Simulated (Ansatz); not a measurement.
CaO and the effect of the dispersion correction

The cell as given:

Symmetry: Fm-3m, No. 225, cubic system. The conventional cell has a = 4.807 Å, b = 4.807 Å, c = 4.807 Å, α = 90.00°, β = 90.00°, γ = 90.00°. Ca (site symmetry m-3m) has 6 O at 2.40 Å as nearest neighbours. O (site symmetry m-3m) has 6 Ca at 2.40 Å as nearest neighbours.

The cell is a database's computed one, not the measured one.

Kept alike: task relaxation of cell and atoms; functional PBEsol; k mesh 10 × 10 × 10; occupations fermi-dirac, width 0.05 eV; no spin polarisation. Program: Ansatz, all-electron LAPW, scalar-relativistic. The mesh is that of the run's cell of 2 atoms. No spin-orbit coupling.

| dispersion correction | band gap (eV) | volume (Å³/atom) |
| --- | --- | --- |
| D3(BJ) | 3.523 | 13.163 |
| D4 | 3.534 | 13.401 |
| none | 3.541 | 13.545 |

Gaps hold for each row's own relaxed cell. The relaxations keep at least the cell's symmetry (Fm-3m). Relaxations stop with a little pressure left, so the last digits of a volume or edge aren't settled. A gap read on the mesh alone can miss an edge between its points.

Q: What does the dispersion correction change here?

A: The band gap runs from 3.523 (D3(BJ)) to 3.541 eV (none). The volume runs from 13.163 (D3(BJ)) to 13.545 Å³/atom (none). Against no correction: D3(BJ) -2.8 %; D4 -1.1 %. Dispersion terms mostly attract and so lower the volume; the schemes' coefficients and damping set how far.
